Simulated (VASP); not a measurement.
# ZnSe (F-43m) in VASP: notebook

Runs on ZnSe. Level: PBE. Tasks: single point.

Everything below comes from runs of VASP 6.6.1. Logs are shortened: lines on timing, memory, paths and dates and some standing lists are left out, and cuts for length are marked.

**Measured values to compare with.**

“Alloy Disordering Effects on the Thermal Conductivity and Energy Gap Temperature Dependence of Cd1−xZnxSe Ternary Crystals Grown by the Bridgman Method”, 2023, pmc:10253836 reports, for a bulk crystal of ZnSe at 300 K: band gap 2.695 ± 0.003 eV (an exciton energy, a little under the gap).

The results are compared with them further down.

### 1 Starting point

The structure is cubic, space group F-43m (No. 216). The conventional cell has a = 5.668 Å, b = 5.668 Å, c = 5.668 Å, α = 90.00°, β = 90.00°, γ = 90.00°. Around Zn (site symmetry -43m) lie 4 Se at 2.45 Å. Se (site symmetry -43m) has 4 Zn at 2.45 Å as nearest neighbours.

### 2 Single point, PBE

Contents of INCAR:

```
ALGO = Normal ; EDIFF = 1E-7
ENCUT = 520 ; GGA = PE
ISIF = 2 ; ISMEAR = 0
LASPH = T ; LCHARG = F
LREAL = F ; LWAVE = F
NBANDS = 16 ; NELM = 100
PREC = Accurate ; SIGMA = 0.02
```

Contents of KPOINTS:

```
k-points
0
Gamma
  4 4 4
```

Contents of POSCAR:

```
ZnSe
1.0
    0.0000000000      2.8338000000      2.8338000000
    2.8338000000      0.0000000000      2.8338000000
    2.8338000000      2.8338000000      0.0000000000
Zn Se
1 1
Direct
    0.0000000000      0.0000000000      0.0000000000
    0.2500000000      0.2500000000      0.2500000000
```

Potentials or basis: VASP PAW PBE potentials, release 64 (Zn, Se).

Launch:

```
$ cat potpaw_PBE.64/Zn/POTCAR potpaw_PBE.64/Se/POTCAR > POTCAR
$ mpirun -np 1 vasp_std > vasp.out
```

OUTCAR:

```text
EDIFF = 1E-7
   ENCUT = 520
   GGA = PE
   ISIF = 2
   ISMEAR = 0
   LASPH = T
   LREAL = F
   NELM = 100
   PREC = Accurate

 ion  position               nearest neighbor table
   1  0.000  0.000  0.000-   2 2.45   2 2.45   2 2.45   2 2.45
   2  0.250  0.250  0.250-   1 2.45   1 2.45   1 2.45   1 2.45

  LATTYP: Found a face centered cubic cell.
 ALAT       =     5.6676000000

  Lattice vectors:

 A1 = (   0.0000000000,   2.8338000000,   2.8338000000)
 A2 = (   2.8338000000,   0.0000000000,   2.8338000000)
 A3 = (   2.8338000000,   2.8338000000,   0.0000000000)

Analysis of symmetry for initial positions (statically):
=====================================================================
 Subroutine PRICEL returns:
 Original cell was already a primitive cell.

 Routine SETGRP: Setting up the symmetry group for a
 face centered cubic supercell.

 Subroutine GETGRP returns: Found 24 space group operations
 (whereof 24 operations were pure point group operations)
 out of a pool of 48 trial point group operations.

The static configuration has the point symmetry T_d .

Analysis of symmetry for dynamics (positions and initial velocities):
=====================================================================
 Subroutine PRICEL returns:
 Original cell was already a primitive cell.

 Routine SETGRP: Setting up the symmetry group for a
 face centered cubic supercell.

 Subroutine GETGRP returns: Found 24 space group operations
 (whereof 24 operations were pure point group operations)
 out of a pool of 48 trial point group operations.

The dynamic configuration has the point symmetry T_d .

 Subroutine INISYM returns: Found 24 space group operations
 (whereof 24 operations are pure point group operations),
 and found     1 'primitive' translations

----------------------------------------------------------------------------------------

                                     Primitive cell

  volume of cell :      45.5132

  direct lattice vectors                    reciprocal lattice vectors
     0.000000000  2.833800000  2.833800000    -0.176441527  0.176441527  0.176441527
     2.833800000  0.000000000  2.833800000     0.176441527 -0.176441527  0.176441527
     2.833800000  2.833800000  0.000000000     0.176441527  0.176441527 -0.176441527

  length of vectors
     4.007598393  4.007598393  4.007598393     0.305605690  0.305605690  0.305605690

  position of ions in fractional coordinates (direct lattice)
     0.000000000  0.000000000  0.000000000
     0.250000000  0.250000000  0.250000000

  ion indices of the primitive-cell ions
   primitive index   ion index
                 1           1
                 2           2

----------------------------------------------------------------------------------------

 KPOINTS: k-points

Automatic generation of k-mesh.
 Grid dimensions read from file:
 generate k-points for:    4    4    4

 Generating k-lattice:

  Cartesian coordinates                     Fractional coordinates (reciprocal lattice)
    -0.044110382  0.044110382  0.044110382     0.250000000  0.000000000  0.000000000
     0.044110382 -0.044110382  0.044110382     0.000000000  0.250000000  0.000000000
     0.044110382  0.044110382 -0.044110382     0.000000000  0.000000000  0.250000000

  Length of vectors
     0.076401422  0.076401422  0.076401422

  Shift w.r.t. Gamma in fractional coordinates (k-lattice)
     0.000000000  0.000000000  0.000000000

 Subroutine IBZKPT returns following result:
 ===========================================

 Found      8 irreducible k-points:

 Following reciprocal coordinates:
            Coordinates               Weight
  0.000000  0.000000  0.000000      1.000000
  0.250000  0.000000  0.000000      8.000000
  0.500000  0.000000  0.000000      4.000000
  0.250000  0.250000  0.000000      6.000000
  0.500000  0.250000  0.000000     24.000000
 -0.250000  0.250000  0.000000     12.000000
  0.500000  0.500000  0.000000      3.000000
 -0.250000  0.500000  0.250000      6.000000
   k-points           NKPTS =      8   k-points in BZ     NKDIM =      8   number of bands    NBANDS=     16
   number of dos      NEDOS =    301   number of ions     NIONS =      2
   total plane-waves  NPLWV =  27000
   dimension x,y,z NGX =    30 NGY =   30 NGZ =   30
   dimension x,y,z NGXF=    60 NGYF=   60 NGZF=   60
   ions per type =               1   1
   NGX,Y,Z   is equivalent  to a cutoff of  12.44, 12.44, 12.44 a.u.
   NGXF,Y,Z  is equivalent  to a cutoff of  24.89, 24.89, 24.89 a.u.
 SYSTEM =  unknown system
   PREC   = accura    normal or accurate (medium, high low for compatibility)
   ISTART =      0    job   : 0-new  1-cont  2-samecut
   ICHARG =      2    charge: 1-file 2-atom 10-const
   ISPIN  =      1    spin polarized calculation?
   LNONCOLLINEAR =      F non collinear calculations
   LSORBIT =      F    spin-orbit coupling
   LASPH  =      T    aspherical Exc in radial PAW
   ENCUT  =  520.0 eV  38.22 Ry    6.18 a.u.   7.45  7.45  7.45*2*pi/ulx,y,z
   NELM   =    100;   NELMIN=  2; NELMDL= -5     # of ELM steps
   EDIFF  = 0.1E-06   stopping-criterion for ELM
   LREAL  =      F    real-space projection
   EDIFFG = 0.1E-05   stopping-criterion for IOM
   NSW    =      0    number of steps for IOM
   IBRION =     -1    ionic relax: 0-MD 1-quasi-New 2-CG
   NFREE  =      0    steps in history (QN), initial steepest desc. (CG)
   ISIF   =      2    stress and relaxation
   ISYM   =      2    0-nonsym 1-usesym 2-fastsym
   POTIM  = 0.5000    time-step for ionic-motion
   TEBEG  =    0.0;   TEEND  =   0.0 temperature during run
   PSTRESS=    0.0 pullay stress
   NELECT =      18.0000    total number of electrons
   NUPDOWN=      -1.0000    fix difference up-down
   EMIN   =  10.00;   EMAX   =-10.00  energy-range for DOS
   EFERMI =   0.00;   METHOD = LEGACY
   ISMEAR =     0;   SIGMA  =   0.02  broadening in eV -4-tet -1-fermi 0-gaus
   EFERMI_NEDOS =   21; number of points for ismear=-14 and -15
   IALGO  =     38    algorithm
   IMIX   =      4    mixing-type and parameters
     AMIX     =   0.40;   BMIX     =  1.00
     AMIX_MAG =   1.60;   BMIX_MAG =  1.00
  volume/ion in A,a.u.               =      22.76       153.57
  Fermi-wavevector in a.u.,A,eV,Ry     =   1.201673  2.270834 19.647073  1.444019
  Thomas-Fermi vector in A             =   2.337476
   LORBIT       =      0    0 simple, 1 ext, 2 COOP (PROOUT), +10 PAW based schemes
   GGA     = PE    functional components
   LHFCALC =     F    Hartree Fock is set to
   AEXX    =    0.0000 exact exchange contribution
   IVDW    =     0    specifies the selected vdW correction
   LEPSILON=     F    determine dielectric tensor
   LRPA    =     F    only Hartree local field effects (RPA)
 non-spin polarized calculation
 Gauss-broadening in eV      SIGMA  =   0.02
  energy-cutoff  :      520.00
  volume of cell :       45.51
 maximum number of plane-waves:      1243
 NGX is ok and might be reduce to    30
   NGX = 15   NGY = 15   NGZ = 15

 number of electron      18.0000012 magnetization

 Free energy of the ion-electron system (eV)
  ---------------------------------------------------
  ext. energy  EPLUGINS =         0.00000000
  ---------------------------------------------------
  free energy    TOTEN  =        -5.95313160 eV

  energy without entropy =       -5.95313160  energy(sigma->0) =       -5.95313160

 E-fermi :   1.7428     XC(G=0):  -9.3073

 val. band max:        1.6440426082   @ k =   0.0000   0.0000   0.0000
 cond. band min:       2.9217111418   @ k =   0.0000   0.0000   0.0000
 fundamental gap:      1.2776685336
 Fermi energy:         1.7427681554

 k-point     1 :       0.0000    0.0000    0.0000
  band No.  band energies     occupation
      1     -11.6105      2.00000
      2      -4.9313      2.00000
      3      -4.9313      2.00000
      4      -4.9313      2.00000
      5      -4.5646      2.00000
      6      -4.5646      2.00000
[... 8 lines left out ...]
     15      13.0868      0.00000
     16      13.0868      0.00000

 k-point     2 :       0.2500    0.0000    0.0000
  band No.  band energies     occupation
      1     -11.2469      2.00000
      2      -4.8808      2.00000
      3      -4.8808      2.00000
      4      -4.8685      2.00000
      5      -4.5644      2.00000
      6      -4.5644      2.00000
[... 8 lines left out ...]
     15      12.0682      0.00000
     16      12.3499      0.00000

 k-point     3 :       0.5000    0.0000    0.0000
  band No.  band energies     occupation
      1     -10.8177      2.00000
      2      -4.8442      2.00000
      3      -4.8442      2.00000
      4      -4.5461      2.00000
      5      -4.5461      2.00000
      6      -4.4046      2.00000
[... 8 lines left out ...]
     15      14.7352      0.00000
     16      14.7352      0.00000

 k-point     4 :       0.2500    0.2500    0.0000
  band No.  band energies     occupation
      1     -11.1247      2.00000
      2      -4.9407      2.00000
      3      -4.8209      2.00000
      4      -4.8209      2.00000
      5      -4.5898      2.00000
      6      -4.5405      2.00000
[... 8 lines left out ...]
     15      13.9525      0.00000
     16      15.4130      0.00000

 k-point     5 :       0.5000    0.2500    0.0000
  band No.  band energies     occupation
      1     -10.6919      2.00000
      2      -4.8475      2.00000
      3      -4.7626      2.00000
      4      -4.6645      2.00000
      5      -4.5374      2.00000
      6      -4.4217      2.00000
[... 8 lines left out ...]
     15      14.9032      0.00000
     16      15.7534      0.00000

 k-point     6 :      -0.2500    0.2500    0.0000
  band No.  band energies     occupation
      1     -10.8373      2.00000
      2      -4.8325      2.00000
      3      -4.8148      2.00000
      4      -4.6766      2.00000
      5      -4.5763      2.00000
      6      -4.5143      2.00000
[... 8 lines left out ...]
     15      13.6201      0.00000
     16      15.7334      0.00000

 k-point     7 :       0.5000    0.5000    0.0000
  band No.  band energies     occupation
      1     -10.5482      2.00000
      2      -4.8986      2.00000
      3      -4.6794      2.00000
      4      -4.6794      2.00000
      5      -4.5163      2.00000
      6      -4.3837      2.00000
[... 8 lines left out ...]
     15      15.5613      0.00000
     16      16.0599      0.00000

 k-point     8 :      -0.2500    0.5000    0.2500
  band No.  band energies     occupation
      1     -10.5432      2.00000
      2      -4.8143      2.00000
      3      -4.7256      2.00000
      4      -4.5963      2.00000
      5      -4.5938      2.00000
      6      -4.2627      2.00000
[... 8 lines left out ...]
     15      15.3976      0.00000
     16      15.7324      0.00000

------------------------ aborting loop because EDIFF is reached ----------------------------------------

  FORCE on cell =-STRESS in cart. coord.  units (eV):
  Direction    XX          YY          ZZ          XY          YZ          ZX
  --------------------------------------------------------------------------------------
  -------------------------------------------------------------------------------------
  Total        0.7638145      0.7638145      0.7638145     -0.0000000     -0.0000000     -0.0000000
  in kB       26.8881484     26.8881484     26.8881484     -0.0000000     -0.0000000     -0.0000000
  external PRESSURE =      26.8881484 kB  Pullay stress =       0.0000000 kB

 VOLUME and BASIS-vectors are now :
 -----------------------------------------------------------------------------
  energy-cutoff  :      520.00
  volume of cell :       45.51
      direct lattice vectors                 reciprocal lattice vectors
     0.000000000  2.833800000  2.833800000    -0.176441527  0.176441527  0.176441527
     2.833800000  0.000000000  2.833800000     0.176441527 -0.176441527  0.176441527
     2.833800000  2.833800000  0.000000000     0.176441527  0.176441527 -0.176441527

 POSITION                                       TOTAL-FORCE (eV/Angst)
 -----------------------------------------------------------------------------------
      0.00000      0.00000      0.00000         0.000000      0.000000     -0.000000
      1.41690      1.41690      1.41690        -0.000000     -0.000000      0.000000
 -----------------------------------------------------------------------------------
    total drift:                               -0.000001     -0.000001     -0.000001

  FREE ENERGIE OF THE ION-ELECTRON SYSTEM (eV)
  ---------------------------------------------------
  free  energy   TOTEN  =        -5.9531315961 eV

  energy  without entropy=       -5.9531315961  energy(sigma->0) =       -5.95313160
```

Wall time 12 s (1 thread of AMD EPYC 7R43 (Zen 3), shared host); peak memory 0.12 GiB.

What came out:

```yaml
Free_energy: -5.9531 eV
Pressure: 2.7 GPa
Band_gap_on_the_k_mesh: 1.28 eV, direct
```

Caveat: the k mesh is coarse (spacing up to 0.48 Å⁻¹), so the values aren't converged.

[end of part 1 of 2]
